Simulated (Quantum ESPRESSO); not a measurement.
Runs of Quantum ESPRESSO 7.5 on BaTiO3. Symmetry: Pm-3m, No. 221, cubic system. Conventional cell: a = 4.006 Å, b = 4.006 Å, c = 4.006 Å, α = 90.00°, β = 90.00°, γ = 90.00°. Ba (site symmetry m-3m) is surrounded by 12 O at 2.83 Å. Ti (site symmetry m-3m) has 6 O at 2.00 Å as nearest neighbours. Around O (site symmetry 4/mmm) lie 2 Ti at 2.00 Å. 

| task | level | potentials or basis | k mesh | cutoff (eV) | form of the LDA correlation | SCF threshold | symmetry | gap on the mesh (eV) | pressure (GPa) | V0 of scaled cells (Å³/atom) | B0 (GPa) |
| --- | --- | --- | --- | --- | --- | --- | --- | --- | --- | --- | --- |
| equation of state | LDA | GBRV 1.5 LDA | 7 × 7 × 7 | 612 | PZ81 | 1e-09 Ry | - | - | - | 12.29 | (c) |
| band structure | LDA | GBRV 1.5 LDA | 7 × 7 × 7 | 612 | PZ81 | 1e-09 Ry | - | 1.77 | -8.1 | - | - |
| band structure | r2SCAN | SG15 PBE 1.2 | 5 × 5 × 5 | 1197 | - | 1e-08 Ry | off | 2.38 | -1.9 | - | - |
| equation of state | PBEsol | GBRV 1.5 PBEsol | 7 × 7 × 7 | 612 | - | 1e-09 Ry | - | - | - | 12.60 | 180 |
| band structure | PBEsol | GBRV 1.5 PBEsol | 7 × 7 × 7 | 612 | - | 1e-09 Ry | - | (a) | (b) | - | - |

Alike in all rows: no spin polarisation; cell as given; smearing fermi-dirac 0.05 eV.

Task: Estimate the missing entries.

Result: (a) 1.81; (b) -3.6; (c) 196.

Caveats: spin-orbit coupling is left out, which moves the levels of the heavy elements (some runs); some levels on the path didn't converge (some runs); the potentials were made for another functional, which shifts forces and pressure (some runs); the mesh misses the band edges, which the band path finds closer together (some runs).

A k mesh can miss the band edges, and the runs leave out spin-orbit coupling on Ba.

Not every run made on this cell is shown here.
